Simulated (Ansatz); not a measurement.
The system is Ir.

```
Ir
1.0
     2.75138    0.00000    0.00000
    -1.37569    2.38276    0.00000
     0.00000    0.00000    4.46229
Ir
2
Direct
  0.33333 0.66667 0.25000
  0.66667 0.33333 0.75000
```

This isn't the form of Ir at room conditions, which is fcc.

Base run:

| Item | Value |
| --- | --- |
| Program | Ansatz 0.2.0 |
| Functional | revPBE |
| Potentials or basis | Ansatz PAW |
| Cutoff | 420 eV (not typed: the program's choice for these potentials) |
| k mesh | 11 × 11 × 6 |
| Occupations | fermi-dirac, width 0.05 eV |
| Spin | no spin polarisation |

Its results: band gap on the k mesh none (metal or under the smearing width); pressure 1.6 GPa.

Question: After a change of settings the same cell gave: band gap on the k mesh none (metal or under the smearing width); pressure 2.8 GPa. Which change was it?
A. functional from revPBE to PBEsol
B. functional from revPBE to LDA; k mesh from 11 × 11 × 6 to 8 × 8 × 5
C. functional from revPBE to RPBE
D. functional from revPBE to BLYP

Answer: C.

Caveats: spin-orbit coupling is left out, which moves the levels of the heavy elements; the PAW data sets come from PBE, with cores solved anew for the run's functional, which leaves a small shift of forces and pressure.

Runs at the PBE level aren't shown here.
